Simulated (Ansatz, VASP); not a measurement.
**Two plane-wave programs on NaF**

```xyz
4
Lattice="3.3315 0.0000 0.0000 0.0000 3.3315 0.0000 0.0000 0.0000 6.0389" Properties=species:S:1:pos:R:3 pbc="T T T"
Na    0.0000    1.6658    0.0000
Na    1.6658    0.0000    3.0194
F     1.6658    1.6658    1.5097
F     1.6658    1.6658    4.5292
```

Change from the starting cell: ordered vacancies on the anion sites of fluorite (P4_2/mmc, No. 131).

Alike in both runs: functional PBE; k mesh 8 × 8 × 4; occupations gaussian, width 0.02 eV; no spin polarisation.

Ansatz relaxed the structure, and its values are those at the end. VASP's run is a single point on that final structure, the one shown.

|  | VASP | Ansatz |
| --- | --- | --- |
| version | VASP 6.6.1 | Ansatz 0.2.0 |
| potentials or method | VASP PAW PBE potentials, release 64 (Na_pv, F) | scalar-relativistic, plane waves, PAW |
| plane-wave cutoff (eV) | 520 | 420 |
| valence electrons in the cell | 28 | 32 |

|  | VASP | Ansatz | Ansatz less VASP |
| --- | --- | --- | --- |
| gap on the k mesh at the Fermi level (eV) | 4.63 | 4.65 | +0.019 |
| least direct gap on the mesh (eV) | 4.64 | 4.66 | +0.020 |
| pressure (GPa) | -0.1 | 0.0 | +0.06 |

With one functional, cell and mesh, what is left measures potentials, basis and numerics. The two sets of potentials don't hold the same shells in valence.

A k mesh can miss the band edges.
